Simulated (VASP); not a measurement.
# MgO (P-6m2) in VASP: notebook

The runs below take MgO through elastic constants, G0W0 quasiparticle levels, with r2SCAN, PBE.

Everything below comes from runs of VASP 6.6.1. Logs are shortened: lines on timing, memory, paths and dates and some standing lists are left out, and cuts for length are marked.

## 1. The structure

The structure is hexagonal, space group P-6m2 (No. 187). Conventional cell: a = 2.938 Å, b = 2.938 Å, c = 2.680 Å, α = 90.00°, β = 90.00°, γ = 120.00°. Mg (site symmetry -6m2) has 6 O at 2.16 Å as nearest neighbours. O (site symmetry -6m2) has 6 Mg at 2.16 Å as nearest neighbours.

Measurements of this composition are mostly on another form, of space group No. 225.

## 2. Elastic constants, r2SCAN

File POSCAR:

```
MgO
1.0
    2.9380209034      0.0000000000      0.0000000000
   -1.4690104517      2.5444007392      0.0000000000
    0.0000000000      0.0000000000      2.6796800000
Mg O
1 1
Direct
    0.0000000000      0.0000000000      0.0000000000
    0.3333333333      0.6666666667      0.5000000000
```

File INCAR.step1:

```
SYSTEM = MgO
ALGO = Normal ; EDIFF = 1E-8
EDIFFG = -0.002 ; ENCUT = 600
IBRION = 2 ; ISIF = 3
ISMEAR = 0 ; LASPH = .True.
LCHARG = .False. ; LMIXTAU = .True.
LREAL = .False. ; LWAVE = .False.
METAGGA = R2SCAN ; NELM = 80
NSW = 40 ; PREC = Accurate
SIGMA = 0.05
```

File INCAR.step2:

```
SYSTEM = MgO
ALGO = Normal ; EDIFF = 1E-8
ENCUT = 600 ; IBRION = 6
ISIF = 3 ; ISMEAR = 0
LASPH = .True. ; LCHARG = .False.
LMIXTAU = .True. ; LREAL = .False.
LWAVE = .False. ; METAGGA = R2SCAN
NELM = 80 ; NFREE = 2
NSW = 1 ; POTIM = 0.015
PREC = Accurate ; SIGMA = 0.05
```

File KPOINTS:

```
k-points
0
Gamma
  7 7 7
  0 0 0
```

Potentials or basis: VASP PAW PBE potentials, release 64 (Mg, O).

The run is started by

```
$ cat potpaw_PBE.64/Mg/POTCAR potpaw_PBE.64/O/POTCAR > POTCAR
$ cp INCAR.step1 INCAR
$ mpirun -np 1 vasp_std > vasp.out
$ cp CONTCAR POSCAR
$ cp INCAR.step2 INCAR
$ mpirun -np 1 vasp_std > vasp.out
```

OUTCAR:

```text
SYSTEM = MgO
   EDIFF = 1E-8
   ENCUT = 600
   IBRION = 6
   ISIF = 3
   ISMEAR = 0
   LASPH = .True.
   LREAL = .False.
   METAGGA = R2SCAN
   NELM = 80
   NFREE = 2
   NSW = 1
   POTIM = 0.015
   PREC = Accurate

 ion  position               nearest neighbor table
   1  0.000  0.000  0.000-   2 2.13   2 2.13   2 2.13   2 2.13   2 2.13   2 2.13
   2  0.333  0.667  0.500-   1 2.13   1 2.13   1 2.13   1 2.13   1 2.13   1 2.13

  LATTYP: Found a hexagonal cell.
 ALAT       =     2.8935230782
 C/A-ratio  =     0.9129353402

  Lattice vectors:

 A1 = (   2.8935230782,   0.0000000000,   0.0000000000)
 A2 = (  -1.4467615391,   2.5058644922,   0.0000000000)
 A3 = (   0.0000000000,   0.0000000000,   2.6415994757)

Analysis of symmetry for initial positions (statically):
=====================================================================
 Subroutine PRICEL returns:
 Original cell was already a primitive cell.

 Routine SETGRP: Setting up the symmetry group for a
 hexagonal supercell.

 Subroutine GETGRP returns: Found 12 space group operations
 (whereof 12 operations were pure point group operations)
 out of a pool of 24 trial point group operations.

The static configuration has the point symmetry D_3h.

Analysis of symmetry for dynamics (positions and initial velocities):
=====================================================================
 Subroutine PRICEL returns:
 Original cell was already a primitive cell.

 Routine SETGRP: Setting up the symmetry group for a
 hexagonal supercell.

 Subroutine GETGRP returns: Found 12 space group operations
 (whereof 12 operations were pure point group operations)
 out of a pool of 24 trial point group operations.

The dynamic configuration has the point symmetry D_3h.

 Subroutine INISYM returns: Found 12 space group operations
 (whereof 12 operations are pure point group operations),
 and found     1 'primitive' translations

----------------------------------------------------------------------------------------

                                     Primitive cell

  volume of cell :      19.1536

  direct lattice vectors                    reciprocal lattice vectors
     2.893523078  0.000000000  0.000000000     0.345599455  0.199531939  0.000000000
    -1.446761539  2.505864492  0.000000000     0.000000000  0.399063877  0.000000000
     0.000000000  0.000000000  2.641599476     0.000000000  0.000000000  0.378558525

  length of vectors
     2.893523078  2.893523078  2.641599476     0.399063877  0.399063877  0.378558525

  position of ions in fractional coordinates (direct lattice)
     0.000000000  0.000000000  0.000000000
     0.333333333  0.666666667  0.500000000

  ion indices of the primitive-cell ions
   primitive index   ion index
                 1           1
                 2           2

----------------------------------------------------------------------------------------

 KPOINTS: k-points

Automatic generation of k-mesh.
 Grid dimensions read from file:
 generate k-points for:    7    7    7

 Generating k-lattice:

  Cartesian coordinates                     Fractional coordinates (reciprocal lattice)
     0.049371351  0.028504563  0.000000000     0.142857143  0.000000000  0.000000000
     0.000000000  0.057009125  0.000000000     0.000000000  0.142857143  0.000000000
     0.000000000  0.000000000  0.054079789     0.000000000  0.000000000  0.142857143

  Length of vectors
     0.057009125  0.057009125  0.054079789

  Shift w.r.t. Gamma in fractional coordinates (k-lattice)
     0.000000000  0.000000000  0.000000000

 Subroutine IBZKPT returns following result:
 ===========================================

 Found     32 irreducible k-points:

 Following reciprocal coordinates:
            Coordinates               Weight
  0.000000  0.000000  0.000000      1.000000
  0.142857 -0.000000  0.000000      6.000000
[... 62 lines left out ...]
  volume/ion in A,a.u.               =       9.58        64.63
  Fermi-wavevector in a.u.,A,eV,Ry     =   1.223736  2.312525 20.375123  1.497529
  Thomas-Fermi vector in A             =   2.358836
   LORBIT       =      0    0 simple, 1 ext, 2 COOP (PROOUT), +10 PAW based schemes
   METAGGA = R2SCAN    functional components
   LHFCALC =     F    Hartree Fock is set to
   AEXX    =    0.0000 exact exchange contribution
   IVDW    =     0    specifies the selected vdW correction
   LEPSILON=     F    determine dielectric tensor
   LRPA    =     F    only Hartree local field effects (RPA)
 finite differences with symmetry
 non-spin polarized calculation
 Gauss-broadening in eV      SIGMA  =   0.05
  energy-cutoff  :      600.00
  volume of cell :       19.15
 maximum number of plane-waves:       650
 NGX is ok and might be reduce to    24
   NGX = 11   NGY = 11   NGZ = 11

--------------------------------------- Ionic step        1  -------------------------------------------

 number of electron       7.9999998 magnetization

 Free energy of the ion-electron system (eV)
  ---------------------------------------------------
  ext. energy  EPLUGINS =         0.00000000
  ---------------------------------------------------
  free energy    TOTEN  =       -15.41659750 eV

  energy without entropy =      -15.41659750  energy(sigma->0) =      -15.41659750

------------------------ aborting loop because EDIFF is reached ----------------------------------------

  FORCE on cell =-STRESS in cart. coord.  units (eV):
  Direction    XX          YY          ZZ          XY          YZ          ZX
  --------------------------------------------------------------------------------------
  -------------------------------------------------------------------------------------
  Total        0.0057441      0.0057441      0.0068276     -0.0000000      0.0000000      0.0000000
  in kB        0.4804893      0.4804893      0.5711168     -0.0000000      0.0000000      0.0000000
  external PRESSURE =       0.5106985 kB  Pullay stress =       0.0000000 kB
[... 89 lines left out ...]
  FREE ENERGIE OF THE ION-ELECTRON SYSTEM (eV)
  ---------------------------------------------------
  free  energy   TOTEN  =       -15.4114043452 eV

  energy  without entropy=      -15.4114043452  energy(sigma->0) =      -15.41140435

[... ionic steps 4 to 18 ...]

--------------------------------------- Ionic step       19  -------------------------------------------

 number of electron       8.0000000 magnetization

------------------------ aborting loop because EDIFF is reached ----------------------------------------
[... 67 lines left out ...]
--------------------------------------- Ionic step       21  -------------------------------------------

 number of electron       7.9999997 magnetization

 Free energy of the ion-electron system (eV)
  ---------------------------------------------------
  ext. energy  EPLUGINS =         0.00000000
  ---------------------------------------------------
  free energy    TOTEN  =       -15.41611312 eV

  energy without entropy =      -15.41611312  energy(sigma->0) =      -15.41611312

 E-fermi :   3.5652     XC(G=0): -11.4398

 val. band max:        3.2606173545   @ k =   0.2857   0.2857   0.0000
 cond. band min:       7.3974359933   @ k =   0.0000   0.0000   0.0000
 fundamental gap:      4.1368186388
 Fermi energy:         3.5652268551

 k-point     1 :       0.0000    0.0000    0.0000
  band No.  band energies     occupation
      1     -15.3508      2.00000
      2       2.6295      2.00000
      3       2.6295      2.00000
      4       2.8541      2.00000
      5       7.3974      0.00000
      6      16.3250      0.00000
      7      20.2619      0.00000
      8      20.2619      0.00000
[... 243 lines left out ...]
 k-point    24 :       0.2857    0.2857    0.2857
  band No.  band energies     occupation
      1     -13.6996      2.00000
      2      -0.2864      2.00000
      3       0.7120      2.00000
      4       0.7806      2.00000
      5      11.5417      0.00000
      6      16.1580      0.00000
      7      18.9928      0.00000
      8      19.6624      0.00000

 [... further k-points ...]

------------------------ aborting loop because EDIFF is reached ----------------------------------------

  FORCE on cell =-STRESS in cart. coord.  units (eV):
  Direction    XX          YY          ZZ          XY          YZ          ZX
  --------------------------------------------------------------------------------------
  -------------------------------------------------------------------------------------
  Total        0.0085247      0.0085247      0.0102435      0.0000000      0.0000000      0.0000000
  in kB        0.7130777      0.7130777      0.8568529      0.0000000      0.0000000      0.0000000
  external PRESSURE =       0.7610028 kB  Pullay stress =       0.0000000 kB
[... 17 lines left out ...]
  FREE ENERGIE OF THE ION-ELECTRON SYSTEM (eV)
  ---------------------------------------------------
  free  energy   TOTEN  =       -15.4161131235 eV

  energy  without entropy=      -15.4161131235  energy(sigma->0) =      -15.41611312

 INTERNAL STRAIN TENSORS FROM STRAINED CELLS
 ============================================

 INTERNAL STRAIN TENSOR FOR ION    1 for displacements in x,y,z  (eV/Angst):
          X           Y           Z          XY          YZ          ZX
  --------------------------------------------------------------------------------
  x    -0.00000    -0.00000     0.00000    -0.45546    -0.00000     0.00000
  y    -0.46107     0.46708    -0.00000    -0.00003     0.00001    -0.00000
  z     0.00000     0.00000     0.00000     0.00000    -0.00115     0.00000

 INTERNAL STRAIN TENSORS FROM DISPLACED ATOMS
 ============================================

 INTERNAL STRAIN TENSOR FOR ION    1 for displacements in x,y,z  (eV/Angst):
          X           Y           Z          XY          YZ          ZX
  --------------------------------------------------------------------------------
  x     0.00000     0.00000     0.00000    -0.44623     0.00000     0.00000
  y    -0.44623     0.44623     0.00000     0.00000     0.00000     0.00000
  z     0.00000     0.00000     0.00000     0.00000     0.00000     0.00000

 INTERNAL STRAIN TENSOR FOR ION    2 for displacements in x,y,z  (eV/Angst):
          X           Y           Z          XY          YZ          ZX
  --------------------------------------------------------------------------------
  x     0.00000     0.00000     0.00000     0.46057     0.00000     0.00000
  y     0.46057    -0.46057     0.00000     0.00000     0.00000     0.00000
  z     0.00000     0.00000     0.00000     0.00000     0.00000     0.00000

 Eigenvectors and eigenvalues of the dynamical matrix
 ----------------------------------------------------

   1 f  =   10.630275 THz    66.791990 2PiTHz  354.587819 cm-1    43.963267 meV
             X         Y         Z           dx          dy          dz
      0.000000  0.000000  0.000000    -0.000000   -0.000000   -0.632345
     -0.000000  1.670576  1.320800     0.000000    0.000000    0.774687
[... 21 lines left out ...]
   6 f/i=    0.031350 THz     0.196979 2PiTHz    1.045729 cm-1     0.129654 meV
             X         Y         Z           dx          dy          dz
      0.000000  0.000000  0.000000    -0.000000    0.000000    0.774687
     -0.000000  1.670576  1.320800    -0.000000    0.000000    0.632345

--------------------------------------------------------------------------------------------------------

 ELASTIC MODULI CONTR FROM IONIC RELAXATION (kBar)
 Direction    XX          YY          ZZ          XY          YZ          ZX
 --------------------------------------------------------------------------------
 XX          -4.0565      4.0565      0.0000      0.0000      0.0000      0.0000
 YY           4.0565     -4.0565      0.0000     -0.0000      0.0000      0.0000
 ZZ           0.0000      0.0000      0.0000      0.0000      0.0000      0.0000
 XY           0.0000     -0.0000      0.0000     -4.0565      0.0000      0.0000
 YZ           0.0000      0.0000      0.0000      0.0000      0.0000      0.0000
 ZX           0.0000      0.0000      0.0000      0.0000      0.0000      0.0000
 --------------------------------------------------------------------------------

 TOTAL ELASTIC MODULI (kBar)
 Direction    XX          YY          ZZ          XY          YZ          ZX
 --------------------------------------------------------------------------------
 XX        3680.5103    957.9705   -284.9004      0.0000      0.0000     -0.0000
 YY         957.9705   3680.5103   -284.9004     -0.0000     -0.0000      0.0000
 ZZ        -284.9004   -284.9004   6094.3485      0.0000      0.0000      0.0000
 XY           0.0000     -0.0000      0.0000   1361.2699      0.0000      0.0000
 YZ           0.0000     -0.0000      0.0000      0.0000     44.2507      0.0000
 ZX          -0.0000      0.0000      0.0000      0.0000      0.0000     44.2509
 --------------------------------------------------------------------------------
```

Wall time 13 min (1 thread of Intel Xeon Platinum 8488C (Sapphire Rapids), shared host); peak memory 0.18 GiB.

What came out:

```
Relaxed volume                                          : 9.58 Å³/atom
Relaxed cell                                            : a = 2.894 Å, b = 2.894 Å, c = 2.642 Å, α = 90.00°, β = 90.00°, γ = 120.00°
Space group after relaxing (to 0.05 Å)                  : P-6m2 (No. 187)
Voigt bulk modulus                                      : 158 GPa
Highest phonon frequency at Γ, LO-TO splitting left out : 355 cm⁻¹
```

Step by step:
```
step  energy change (eV)  largest force (eV/Å)  pressure (GPa)  volume (Å³)
   1              0.0000                0.0000           -6.42        20.03
   2             -0.0158                0.0000            2.39        18.89
   3             -0.0180                0.0000           -0.06        19.17
   4             -0.0182                0.0000            0.06        19.14
   5             -0.0183                0.0000            0.02        19.15
```

Final structure:
```cif
data_structure
_symmetry_space_group_name_H-M 'P 1'
_symmetry_Int_Tables_number 1
_cell_length_a 2.8935
_cell_length_b 2.8935
_cell_length_c 2.6416
_cell_angle_alpha 90.000
_cell_angle_beta 90.000
_cell_angle_gamma 120.000
_cell_volume 19.15
loop_
_atom_site_label
_atom_site_type_symbol
_atom_site_fract_x
_atom_site_fract_y
_atom_site_fract_z
_atom_site_occupancy
Mg1 Mg 0.00000 0.00000 0.00000 1
O1 O 0.33333 0.66667 0.50000 1
```

Phonon frequencies in cm⁻¹ (negative: imaginary):
| q point | frequencies |
| --- | --- |
| (0.000, 0.000, 0.000) | -1 0 0 346 346 355 |

Elastic tensor in Voigt notation (GPa, in the Cartesian axes of the cell as first typed):
```
368  96 -28   0   0   0
 96 368 -28   0   0   0
-28 -28 609   0   0   0
  0   0   0   4   0   0
  0   0   0   0   4   0
  0   0   0   0   0 136
```

Clamped-ion elastic tensor (GPa):
```
368  95 -28   0   0   0
 95 368 -28   0   0   0
-28 -28 609   0   0   0
  0   0   0   4   0   0
  0   0   0   0   4   0
  0   0   0   0   0 137
```

Caveat: the PAW data sets were made with another functional, which shifts forces and pressure a little.

[end of part 1 of 2]
